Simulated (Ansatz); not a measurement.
Crystal: Ta.

```
Ta
1.0
     2.90037    0.00000    0.00000
    -1.45019    2.51180    0.00000
     0.00000    0.00000    5.16627
Ta
2
Direct
  0.33333 0.66667 0.25000
  0.66667 0.33333 0.75000
```

This isn't the form of Ta at room conditions, which is bcc.

```yaml
Program: Ansatz 0.2.0
Task: single point
Functional: PBEsol
Potentials_or_basis: all-electron LAPW, scalar-relativistic
Cutoff: 252 eV (chosen from the basis error)
Basis_error_allowed: 0.001 eV/atom
k_mesh: 11 × 11 × 5
Occupations: fermi-dirac, width 0.05 eV
Spin: no spin polarisation
```

On this cell: pressure -7.3 GPa; largest force under 0.003 eV/Å; band gap on the k mesh none (metal or under the smearing width).

The same run follows on a disturbed copy (atoms moved at random, drawn with an rms of 0.05 Å):

```xyz
2
Lattice="2.9004 0.0000 0.0000 -1.4502 2.5118 0.0000 0.0000 0.0000 5.1663" Properties=species:S:1:pos:R:3 pbc="T T T"
Ta   -0.0172    1.6891    1.2547
Ta    1.4505    0.8163    3.9226
```

Q: What changes?

A: The energy (extrapolated to zero smearing) moves by +18.3 meV/atom; pressure -6.8 GPa; largest force 0.893 eV/Å; band gap on the k mesh none (metal or under the smearing width).

Forces on the atoms (eV/Å):
```
Ta  -0.023  0.040  0.892
Ta   0.023 -0.040 -0.892
```

Stress tensor (GPa, compression positive):
```
-8.26  0.29 -0.07
 0.29 -6.91  0.14
-0.07  0.14 -5.16
```
